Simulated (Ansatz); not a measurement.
# Te2Mo: the cost of one run

Computed with Ansatz 0.2.0 (DFT r2SCAN, scalar-relativistic, plane waves, PAW, unless a step's input says otherwise).

2 further runs of the same task are left out: 2 set aside as unsound or not needed.

**1. Starting point**

Symmetry: P6_3/mmc, No. 194, hexagonal system. The conventional cell has a = 3.563 Å, b = 3.563 Å, c = 14.732 Å, α = 90.00°, β = 90.00°, γ = 120.00°. Around Te (site symmetry 3m) lie 3 Mo at 2.73 Å. Mo (site symmetry -6m2) is surrounded by 6 Te at 2.73 Å.

As a file:

```cif
data_structure
_symmetry_space_group_name_H-M 'P6_3/mmc'
_symmetry_Int_Tables_number 194
_cell_length_a 3.5633
_cell_length_b 3.5633
_cell_length_c 14.7319
_cell_angle_alpha 90.000
_cell_angle_beta 90.000
_cell_angle_gamma 120.000
_cell_volume 161.99
loop_
_atom_site_label
_atom_site_type_symbol
_atom_site_symmetry_multiplicity
_atom_site_Wyckoff_symbol
_atom_site_fract_x
_atom_site_fract_y
_atom_site_fract_z
_atom_site_occupancy
Te1 Te 4 f 0.33333 0.66667 0.62852 1
Mo1 Mo 2 c 0.33333 0.66667 0.25000 1
```

It goes back to an entry of the Materials Project.

This cell was relaxed beforehand with the same method: volume 27.00 Å³/atom, gap on the mesh 1.06 eV.

The unstrained cell was computed beforehand with the same settings: E(σ→0) = -37916.3052 eV for 6 atoms, gap 1.05 eV over the zone.

**2. At -2.0 %**

Input file input.yaml:

```yaml
crystal:
  lattice:
    - [3.491988181, 0.0, 0.0]
    - [-1.7459940905, 3.0241504745, 0.0]
    - [0.0, 0.0, 14.9086684236]
  atoms:
    - { symbol: Te, position: [0.3333333333, 0.6666666667, 0.6285175435] }
    - { symbol: Te, position: [0.6666666667, 0.3333333333, 0.1285175435] }
    - { symbol: Te, position: [0.6666666667, 0.3333333333, 0.3714824565] }
    - { symbol: Te, position: [0.3333333333, 0.6666666667, 0.8714824565] }
    - { symbol: Mo, position: [0.3333333333, 0.6666666667, 0.25] }
    - { symbol: Mo, position: [0.6666666667, 0.3333333333, 0.75] }
basis:
  ecutwfc: 500
kpoints:
  mp_grid: { grid: [12, 12, 2] }
hamiltonian:
  xc: r2scan
scf:
  occupations: { method: gaussian, width: 0.02 }
output:
  forces: true
  stress: true
  eigenvalues: true
relax:
  adjacent_minimum: "off"
  f_tol: 0.008
  max_steps: 40
  cell: { stress_tol: 0.015, fix: [a, b, gamma] }
```

Run with:

```
ansatz run input.yaml --threads 1 --pin off --max-ram 2560MiB --backend cpu --events-out ev --progress --plain --runs-dir out
```

What time and memory should one allow on 1 thread of AMD EPYC (Zen 3), shared host?

About 4.6 min, with a peak of 0.99 GiB.
